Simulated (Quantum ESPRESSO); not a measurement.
# TiO2 (P4_2/mnm) in Quantum ESPRESSO: further runs

Aim: see how the results for TiO2 move with the level of theory and the settings. Levels: PBE, LDA. Tasks: phonons, dielectric tensor.

Program: Quantum ESPRESSO 7.5. These are calculated values, not measurements. Logs are shortened: lines on timing, memory, paths and dates and some standing lists are left out, and cuts for length are marked.

## (1) The crystal as given

It takes space group P4_2/mnm (No. 136, tetragonal). Conventional cell: a = 4.600 Å, b = 4.600 Å, c = 2.959 Å, α = 90.00°, β = 90.00°, γ = 90.00°. Ti (site symmetry mmm) is surrounded by 6 O at 1.95 to 1.98 Å. O (site symmetry m2m) has 3 Ti at 1.95 to 1.98 Å as nearest neighbours.

The cell is a database's computed one.

## (2) Phonons, PBE

Contents of pw.in:

```
&CONTROL
  calculation = 'scf'
  prefix = 'pwscf'
  outdir = './tmp'
  pseudo_dir = './pseudo'
  tprnfor = .true.
  tstress = .true.
  disk_io = 'low'
/
&SYSTEM
  ibrav = 0
  celldm(1) = 8
  nat = 6
  ntyp = 2
  ecutwfc = 55
  ecutrho = 440
  nbnd = 33
  occupations = 'smearing'
  smearing = 'fd'
  degauss = 0.00367493
/
&ELECTRONS
  conv_thr = 1.2d-09
  electron_maxstep = 120
  mixing_beta = 0.5
/
ATOMIC_SPECIES
Ti    47.8670 ti_pbe_v1.4.uspp.F.UPF
O     15.9990 O.pbe-n-kjpaw_psl.0.1.UPF
CELL_PARAMETERS alat
  1.0865540950003   0.0000000000000   0.0000000000000
  0.0000000000000   1.0865540950003   0.0000000000000
  0.0000000000000   0.0000000000000   0.6990128965849
ATOMIC_POSITIONS crystal
Ti     0.0000000000    0.0000000000    0.5000000000
Ti     0.5000000000    0.5000000000    0.0000000000
O      0.3043213200    0.3043213200    0.5000000000
O      0.1956786800    0.8043213200    0.0000000000
O      0.8043213200    0.1956786800    0.0000000000
O      0.6956786800    0.6956786800    0.5000000000
K_POINTS automatic
4 4 6 1 1 1
```

Contents of relax.in:

```
&CONTROL
  calculation = 'vc-relax'
  prefix = 'pwscf'
  outdir = './tmp'
  pseudo_dir = './pseudo'
  tprnfor = .true.
  tstress = .true.
  disk_io = 'low'
  nstep = 40
  forc_conv_thr = 0.0001
  etot_conv_thr = 1d-06
/
&SYSTEM
  ibrav = 0
  celldm(1) = 8
  nat = 6
  ntyp = 2
  ecutwfc = 55
  ecutrho = 440
  nbnd = 33
  occupations = 'smearing'
  smearing = 'fd'
  degauss = 0.00367493
/
&ELECTRONS
  conv_thr = 1.2d-09
  electron_maxstep = 120
  mixing_beta = 0.5
/
&IONS
  ion_dynamics = 'bfgs'
/
&CELL
  cell_dynamics = 'bfgs'
  press = 0
  press_conv_thr = 0.2
/
ATOMIC_SPECIES
Ti    47.8670 ti_pbe_v1.4.uspp.F.UPF
O     15.9990 O.pbe-n-kjpaw_psl.0.1.UPF
CELL_PARAMETERS alat
  1.0865540950003   0.0000000000000   0.0000000000000
  0.0000000000000   1.0865540950003   0.0000000000000
  0.0000000000000   0.0000000000000   0.6990128965849
ATOMIC_POSITIONS crystal
Ti     0.0000000000    0.0000000000    0.5000000000
Ti     0.5000000000    0.5000000000    0.0000000000
O      0.3043213200    0.3043213200    0.5000000000
O      0.1956786800    0.8043213200    0.0000000000
O      0.8043213200    0.1956786800    0.0000000000
O      0.6956786800    0.6956786800    0.5000000000
K_POINTS automatic
4 4 6 1 1 1
```

Contents of gamma.in:

```
&CONTROL
  calculation = 'bands'
  prefix = 'pwscf'
  outdir = './tmp'
  pseudo_dir = './pseudo'
  disk_io = 'low'
  verbosity = 'high'
/
&SYSTEM
  ibrav = 0
  celldm(1) = 8
  nat = 6
  ntyp = 2
  ecutwfc = 55
  ecutrho = 440
  nbnd = 33
  occupations = 'smearing'
  smearing = 'fd'
  degauss = 0.00367493
/
&ELECTRONS
  conv_thr = 1d-08
  electron_maxstep = 120
  mixing_beta = 0.5
  diago_full_acc = .true.
  startingwfc = 'random'
/
ATOMIC_SPECIES
Ti    47.8670 ti_pbe_v1.4.uspp.F.UPF
O     15.9990 O.pbe-n-kjpaw_psl.0.1.UPF
CELL_PARAMETERS alat
  1.0964066598266   0.0000000000000   0.0000000000000
  0.0000000000000   1.0964066598266   0.0000000000000
  0.0000000000000   0.0000000000000   0.6998122176654
ATOMIC_POSITIONS crystal
Ti     0.0000000000    0.0000000000    0.5000000000
Ti     0.5000000000    0.5000000000    0.0000000000
O      0.3050702253    0.3050702253    0.5000000000
O      0.1949297747    0.8050702253    0.0000000000
O      0.8050702253    0.1949297747    0.0000000000
O      0.6949297747    0.6949297747    0.5000000000
K_POINTS crystal
1
0.0 0.0 0.0 1
```

Contents of scf2.in:

```
&CONTROL
  calculation = 'scf'
  prefix = 'pwscf'
  outdir = './tmp'
  pseudo_dir = './pseudo'
  tprnfor = .true.
  tstress = .true.
  disk_io = 'low'
/
&SYSTEM
  ibrav = 0
  celldm(1) = 8
  nat = 6
  ntyp = 2
  ecutwfc = 55
  ecutrho = 440
  nbnd = 33
  occupations = 'fixed'
/
&ELECTRONS
  conv_thr = 1d-13
  electron_maxstep = 120
  mixing_beta = 0.5
  startingpot = 'file'
/
ATOMIC_SPECIES
Ti    47.8670 ti_pbe_v1.4.uspp.F.UPF
O     15.9990 O.pbe-n-kjpaw_psl.0.1.UPF
CELL_PARAMETERS alat
  1.0964066598266   0.0000000000000   0.0000000000000
  0.0000000000000   1.0964066598266   0.0000000000000
  0.0000000000000   0.0000000000000   0.6998122176654
ATOMIC_POSITIONS crystal
Ti     0.0000000000    0.0000000000    0.5000000000
Ti     0.5000000000    0.5000000000    0.0000000000
O      0.3050702253    0.3050702253    0.5000000000
O      0.1949297747    0.8050702253    0.0000000000
O      0.8050702253    0.1949297747    0.0000000000
O      0.6949297747    0.6949297747    0.5000000000
K_POINTS automatic
4 4 6 1 1 1
```

Contents of ph.in:

```
phonons of TiO2
&INPUTPH
  prefix = 'pwscf'
  outdir = './tmp'
  tr2_ph = 1d-18
  fildyn = 'dyn'
  niter_ph = 90
  alpha_mix(1) = 0.7
  epsil = True
/
0.0000000000 0.0000000000 0.0000000000
```

Contents of dynmat.in:

```
&INPUT
  fildyn = 'dyn'
  asr = 'crystal'
  lperm = .true.
  filout = 'dynmat.disp'
  fileig = 'dynmat.eig'
/
```

Contents of dynmat_lo.in:

```
&INPUT
  fildyn = 'dyn'
  asr = 'crystal'
  filout = 'dynmat_lo.disp'
  fileig = 'dynmat_lo.eig'
  q(1) = 0
  q(2) = 0
  q(3) = 1
/
```

Potentials or basis: SSSP 1.3 efficiency PBE.

Run with:

```console
$ OMP_NUM_THREADS=1 pw.x -in pw.in > pw.out
$ OMP_NUM_THREADS=1 pw.x -in relax.in > relax.out
$ OMP_NUM_THREADS=1 pw.x -in gamma.in > gamma.out
$ OMP_NUM_THREADS=1 pw.x -in scf2.in > scf2.out
$ OMP_NUM_THREADS=1 ph.x -in ph.in > ph.out
$ OMP_NUM_THREADS=1 dynmat.x -in dynmat.in > dynmat.out
$ OMP_NUM_THREADS=1 dynmat.x -in dynmat_lo.in > dynmat_lo.out
```

pw.out:

```text
This program is part of the open-source Quantum ESPRESSO suite
     for quantum simulation of materials; please cite
         "P. Giannozzi et al., J. Phys.:Condens. Matter 21 395502 (2009);
         "P. Giannozzi et al., J. Phys.:Condens. Matter 29 465901 (2017);
         "P. Giannozzi et al., J. Chem. Phys. 152 154105 (2020);
     in publications or presentations arising from this work. More details at

     file O.pbe-n-kjpaw_psl.0.1.UPF: wavefunction(s)  2P renormalized
     Message from routine setup:
     using ibrav=0 with symmetry is DISCOURAGED, use correct ibrav instead

     G-vector sticks info
     --------------------
     sticks:   dense  smooth     PW     G-vecs:    dense   smooth      PW
     Sum        2637    1321    385                65809    23275    3655

     Using Slab Decomposition

     bravais-lattice index     =            0
     lattice parameter (alat)  =       8.0000  a.u.
     unit-cell volume          =     422.5303 (a.u.)^3
     number of atoms/cell      =            6
     number of atomic types    =            2
     number of electrons       =        48.00
     number of Kohn-Sham states=           33
     kinetic-energy cutoff     =      55.0000  Ry
     charge density cutoff     =     440.0000  Ry
     scf convergence threshold =      1.2E-09
     mixing beta               =       0.5000
     number of iterations used =            8  plain     mixing
     Exchange-correlation= SLA  PW   PBX  PBC
                           (   1   4   3   4   0   0   0)

     celldm(1)=   8.000000  celldm(2)=   0.000000  celldm(3)=   0.000000
     celldm(4)=   0.000000  celldm(5)=   0.000000  celldm(6)=   0.000000

     crystal axes: (cart. coord. in units of alat)
               a(1) = (   1.086554   0.000000   0.000000 )
               a(2) = (   0.000000   1.086554   0.000000 )
               a(3) = (   0.000000   0.000000   0.699013 )

     reciprocal axes: (cart. coord. in units 2 pi/alat)
               b(1) = (  0.920341  0.000000  0.000000 )
               b(2) = (  0.000000  0.920341  0.000000 )
               b(3) = (  0.000000  0.000000  1.430589 )

     PseudoPot. # 1 for Ti read from file:
     ti_pbe_v1.4.uspp.F.UPF
     Pseudo is Ultrasoft + core correction, Zval = 12.0
     Generated by new atomic code, or converted to UPF format
     Using radial grid of  851 points,  6 beta functions with:
                l(1) =   0
                l(2) =   0
                l(3) =   1
                l(4) =   1
                l(5) =   2
                l(6) =   2
     Q(r) pseudized with  6 coefficients,  rinner =    1.000   1.000   1.000
                                                       1.000   1.000

     PseudoPot. # 2 for O  read from file:
     O.pbe-n-kjpaw_psl.0.1.UPF
     Pseudo is Projector augmented-wave + core cor, Zval =  6.0
     Generated using "atomic" code by A. Dal Corso  v.5.0.99 svn rev. 10869
     Shape of augmentation charge: BESSEL
     Using radial grid of 1095 points,  4 beta functions with:
                l(1) =   0
                l(2) =   0
                l(3) =   1
                l(4) =   1
     Q(r) pseudized with 0 coefficients

     atomic species   valence    mass     pseudopotential
     Ti               12.00    47.86700     Ti( 1.00)
     O                 6.00    15.99900     O ( 1.00)

     16 Sym. Ops., with inversion, found ( 8 have fractional translation)

   Cartesian axes

     site n.     atom                  positions (alat units)
         1        Ti     tau(   1) = (   0.0000000   0.0000000   0.3495064  )
         2        Ti     tau(   2) = (   0.5432770   0.5432770   0.0000000  )
         3        O      tau(   3) = (   0.3306616   0.3306616   0.3495064  )
         4        O      tau(   4) = (   0.2126155   0.8739386   0.0000000  )
         5        O      tau(   5) = (   0.8739386   0.2126155   0.0000000  )
         6        O      tau(   6) = (   0.7558925   0.7558925   0.3495064  )

     number of k points=     9  Fermi-Dirac smearing, width (Ry)=  0.0037
                       cart. coord. in units 2pi/alat
        k(    1) = (   0.1150426   0.1150426   0.1192157), wk =   0.1666667
        k(    2) = (   0.1150426   0.1150426   0.3576472), wk =   0.1666667
        k(    3) = (   0.1150426   0.1150426   0.5960787), wk =   0.1666667
        k(    4) = (   0.1150426   0.3451278   0.1192157), wk =   0.3333333
        k(    5) = (   0.1150426   0.3451278   0.3576472), wk =   0.3333333
        k(    6) = (   0.1150426   0.3451278   0.5960787), wk =   0.3333333
        k(    7) = (   0.3451278   0.3451278   0.1192157), wk =   0.1666667
        k(    8) = (   0.3451278   0.3451278   0.3576472), wk =   0.1666667
        k(    9) = (   0.3451278   0.3451278   0.5960787), wk =   0.1666667

     Dense  grid:    65809 G-vectors     FFT dimensions: (  60,  60,  40)

     Smooth grid:    23275 G-vectors     FFT dimensions: (  48,  48,  30)

     Check: negative core charge=   -0.000004

     Initial potential from superposition of free atoms

     starting charge      45.9999, renormalised to      48.0000

     negative rho (up, down):  2.509E-03 0.000E+00
     Starting wfcs are   36 randomized atomic wfcs

     Self-consistent Calculation

     iteration #  1     ecut=    55.00 Ry     beta= 0.50
     Davidson diagonalization with overlap
     ethr =  1.00E-02,  avg # of iterations =  2.0

     negative rho (up, down):  3.810E-03 0.000E+00

     total energy              =    -405.35626058 Ry
     estimated scf accuracy    <       1.28133729 Ry

     iteration #  2     ecut=    55.00 Ry     beta= 0.50
     Davidson diagonalization with overlap
     ethr =  2.67E-03,  avg # of iterations =  3.9

     negative rho (up, down):  2.137E-03 0.000E+00

     total energy              =    -404.79324568 Ry
     estimated scf accuracy    <       6.40444306 Ry

     iteration #  3     ecut=    55.00 Ry     beta= 0.50
     Davidson diagonalization with overlap
     ethr =  2.67E-03,  avg # of iterations =  3.6

     negative rho (up, down):  2.276E-03 0.000E+00

     total energy              =    -405.92033312 Ry
     estimated scf accuracy    <       0.21141635 Ry

     iteration #  4     ecut=    55.00 Ry     beta= 0.50
     Davidson diagonalization with overlap
     ethr =  4.40E-04,  avg # of iterations =  1.2
[... 55 lines left out ...]
     negative rho (up, down):  2.408E-03 0.000E+00

     total energy              =    -405.92577523 Ry
     estimated scf accuracy    <          9.5E-09 Ry

     iteration # 11     ecut=    55.00 Ry     beta= 0.50
     Davidson diagonalization with overlap
     ethr =  1.97E-11,  avg # of iterations =  2.0

     negative rho (up, down):  2.408E-03 0.000E+00

     total energy              =    -405.92577522 Ry
     estimated scf accuracy    <       0.00000002 Ry

     iteration # 12     ecut=    55.00 Ry     beta= 0.50
     Davidson diagonalization with overlap
     ethr =  1.97E-11,  avg # of iterations =  2.0

     negative rho (up, down):  2.408E-03 0.000E+00

     End of self-consistent calculation

          k = 0.1150 0.1150 0.1192 (  2913 PWs)   bands (ev):

   -47.7775 -47.7636 -24.0953 -24.0728 -23.9612 -23.9354 -23.9229 -23.8955
    -8.9132  -7.8820  -7.3484  -7.2482   3.5861   4.0344   4.4546   5.2354
     5.2471   6.4242   6.7367   6.9489   7.7648   8.2506   8.3717   8.9501
    11.1897  11.5392  11.5918  11.8393  11.9067  13.4768  13.8037  15.3657
    15.5828

          k = 0.1150 0.1150 0.3576 (  2911 PWs)   bands (ev):

   -47.7583 -47.7481 -24.1216 -24.1011 -24.0423 -24.0196 -23.9423 -23.9288
    -8.4385  -7.6266  -7.5316  -7.4656   4.1961   4.5337   4.7038   5.0579
     5.3889   5.7220   6.3494   7.0764   7.3337   7.5795   7.8012   8.6378
    11.2781  11.7486  12.0461  12.2149  12.3260  13.1106  14.2586  14.8241
    15.1576

          k = 0.1150 0.1150 0.5961 (  2909 PWs)   bands (ev):

   -47.7377 -47.7339 -24.3035 -24.2957 -23.9772 -23.9667 -23.9376 -23.9336
    -7.9478  -7.6814  -7.6752  -7.4065   4.5026   4.7698   4.8861   5.0198
     5.4060   6.0023   6.3481   6.5971   6.7385   7.4710   7.6590   7.7081
    11.4941  12.1065  12.2265  12.3710  12.5726  12.9797  14.1826  14.7727
    15.0927

          k = 0.1150 0.3451 0.1192 (  2919 PWs)   bands (ev):

   -47.7734 -47.7676 -24.0783 -24.0414 -23.9963 -23.9574 -23.9129 -23.9014
    -8.5591  -8.0682  -7.4845  -7.3613   3.9299   4.3418   4.9902   5.2053
     5.5084   6.2258   6.3465   6.8883   7.1467   7.5794   8.1587   8.5501
    11.4747  11.7371  11.8704  12.1553  12.3638  13.0113  14.5600  15.1253
    15.4043
[... 19 lines left out ...]
   -47.7717 -47.7693 -24.1038 -24.0838 -23.9539 -23.9302 -23.9110 -23.9066
    -8.4473  -8.2480  -7.4191  -7.3377   3.6631   3.9524   4.9918   5.0962
     5.9587   6.5525   6.9087   7.2112   7.4917   7.5049   7.7145   8.1564
    11.1499  11.4866  11.6666  11.9046  12.6837  12.9449  14.7670  15.1654
    15.4740

          k = 0.3451 0.3451 0.3576 (  2904 PWs)   bands (ev):

   -47.7540 -47.7523 -24.1151 -24.1077 -24.0490 -24.0270 -23.9370 -23.9251
    -8.0605  -7.9062  -7.5715  -7.5428   4.2016   4.4688   4.4971   4.5942
     5.9975   6.3217   6.6666   7.1091   7.3242   7.4318   7.7052   8.0745
    11.7118  11.7467  11.9833  12.1124  12.4001  12.6034  14.5801  15.0727
    15.1484

          k = 0.3451 0.3451 0.5961 (  2904 PWs)   bands (ev):

   -47.7360 -47.7354 -24.3014 -24.2967 -23.9805 -23.9706 -23.9363 -23.9330
    -7.9114  -7.7479  -7.5987  -7.4277   4.2058   4.4596   4.6474   4.8031
     5.4265   5.8356   6.4959   6.5470   7.5158   7.7241   8.1548   8.3736
    11.3590  11.8643  12.2027  12.2587  12.3316  12.7285  14.3152  15.0575
    15.0772

     the Fermi energy is    10.0024 ev

!    total energy              =    -405.92577523 Ry
     estimated scf accuracy    <          1.4E-11 Ry
     smearing contrib. (-TS)   =      -0.00000000 Ry
     internal energy E=F+TS    =    -405.92577523 Ry

     The total energy is F=E-TS. E is the sum of the following terms:
     one-electron contribution =    -123.73265561 Ry
     hartree contribution      =      85.79796690 Ry
     xc contribution           =     -65.84484809 Ry
     ewald contribution        =    -264.08762723 Ry
     one-center paw contrib.   =     -38.05861120 Ry

     convergence has been achieved in  12 iterations

     negative rho (up, down):  2.408E-03 0.000E+00

     Forces acting on atoms (cartesian axes, Ry/au):

     atom    1 type  1   force =     0.00000000    0.00000000   -0.00000000
     atom    2 type  1   force =     0.00000000    0.00000000    0.00000000
     atom    3 type  2   force =     0.00012290    0.00012290    0.00000000
     atom    4 type  2   force =    -0.00012290    0.00012290   -0.00000000
     atom    5 type  2   force =     0.00012290   -0.00012290   -0.00000000
     atom    6 type  2   force =    -0.00012290   -0.00012290    0.00000000

     Total force =     0.000348     Total SCF correction =     0.000002

     Computing stress (Cartesian axis) and pressure

     negative rho (up, down):  2.408E-03 0.000E+00
          total   stress  (Ry/bohr**3)                   (kbar)     P=       39.21
   0.00028602   0.00000000   0.00000000           42.08        0.00        0.00
   0.00000000   0.00028602   0.00000000            0.00       42.08        0.00
   0.00000000   0.00000000   0.00022762            0.00        0.00       33.48

=------------------------------------------------------------------------------=
   JOB DONE.
=------------------------------------------------------------------------------=
```

Run time: 48 min. Hardware: 1 thread of Intel Xeon at 2.50GHz (Skylake/Cascade Lake), shared host; peak memory 0.3 GiB.

What came out:

```yaml
Free_energy: -5522.9185 eV
Relaxed_volume: 10.64 Å³/atom
Relaxed_cell: a = 4.642 Å, b = 4.642 Å, c = 2.963 Å, α = 90.00°, β = 90.00°, γ = 90.00°
Space_group_after_relaxing_to_0.05_Å: P4_2/mnm (No. 136)
Pressure_after_relaxing: 0.0 GPa
Electronic_dielectric_tensor_diagonal: 7.38, 7.38, 8.84
Born_charges_mean_of_the_diagonal: Ti +6.73; O -3.37 e
Highest_phonon_frequency_at_Γ_LO-TO_splitting_left_out: 771 cm⁻¹
Most_unstable_mode: 109i cm⁻¹
```

The path:
```csv
step,energy change (eV),largest force (eV/Å),pressure (GPa),volume (Å³)
1,0.0000,0.0045,3.92,62.61
2,-0.0130,0.0939,-0.67,63.87
3,-0.0146,0.0537,-0.04,63.75
4,-0.0154,0.0097,0.15,63.77
5,-0.0154,0.0038,0.05,63.81
6,-0.0154,0.0018,0.00,63.83
```

Final structure:
```xyz
6
Lattice="4.6415 0.0000 0.0000 0.0000 4.6415 0.0000 0.0000 0.0000 2.9626" Properties=species:S:1:pos:R:3 pbc="T T T"
Ti    0.0000    0.0000    1.4813
Ti    2.3208    2.3208    0.0000
O     1.4160    1.4160    1.4813
O     0.9048    3.7368    0.0000
O     3.7368    0.9048    0.0000
O     3.2255    3.2255    1.4813
```

Levels at points of the mesh, in eV from the valence-band top:
| k point | band 21 | band 22 | band 23 | band 24 | band 25 | band 26 | band 27 | band 28 |
| --- | --- | --- | --- | --- | --- | --- | --- | --- |
| (0.12, 0.12, 0.08) | -1.15 | -0.68 | -0.57 | 0.00 | 2.22 | 2.58 | 2.61 | 2.86 |

Phonon frequencies in cm⁻¹ (negative: imaginary):
| q point | frequencies |
| --- | --- |
| (0.000, 0.000, 0.000) | -109 -65 -65 -33 3 3 3 150 355 355 356 417 429 429 470 470 567 771 |

Electronic dielectric tensor:
```
7.38 0.00 0.00
0.00 7.38 0.00
0.00 0.00 8.84
```

Born effective charge tensors (e):
atom 1, Ti
```
6.23 1.01 0.00
1.01 6.23 0.00
0.00 0.00 7.72
```
atom 2, Ti
```
 6.23 -1.01  0.00
-1.01  6.23  0.00
 0.00  0.00  7.72
```
atom 3, O
```
-3.12 -1.78  0.00
-1.78 -3.12  0.00
 0.00  0.00 -3.86
```
atom 4, O
```
-3.12  1.78  0.00
 1.78 -3.12  0.00
 0.00  0.00 -3.86
```
atom 5, O
```
-3.12  1.78  0.00
 1.78 -3.12  0.00
 0.00  0.00 -3.86
```
atom 6, O
```
-3.12 -1.78  0.00
-1.78 -3.12  0.00
 0.00  0.00 -3.86
```

Optical modes at Γ, degenerate ones joined, polar ones without the macroscopic field:
```tsv
cm⁻¹	components	symmetry	active in	IR intensity, summed ((D/Å)²/amu)
109i	1	A2u	IR	143.49
64i	2	Eu	IR	191.98
33i	1	B1u	silent	0.00
150	1	B1g	Raman	0.00
355	2	Eu	IR	3.41
356	1	B1u	silent	0.00
417	1	A2g	silent	0.00
429	2	Eg	Raman	0.00
470	2	Eu	IR	30.12
567	1	A1g	Raman	0.00
771	1	B2g	Raman	0.00
```

Zone-centre frequencies without and with the macroscopic field along z (cm⁻¹):
|  | optical modes in rising order |
| --- | --- |
| without | 109i 64i 64i 33i 150 355 355 356 417 429 429 470 470 567 771 |
| with the field | 64i 64i 33i 150 355 355 356 417 429 429 470 470 567 729 771 |

Caveat: some modes are imaginary.

(Part 1 of 3 ends here.)
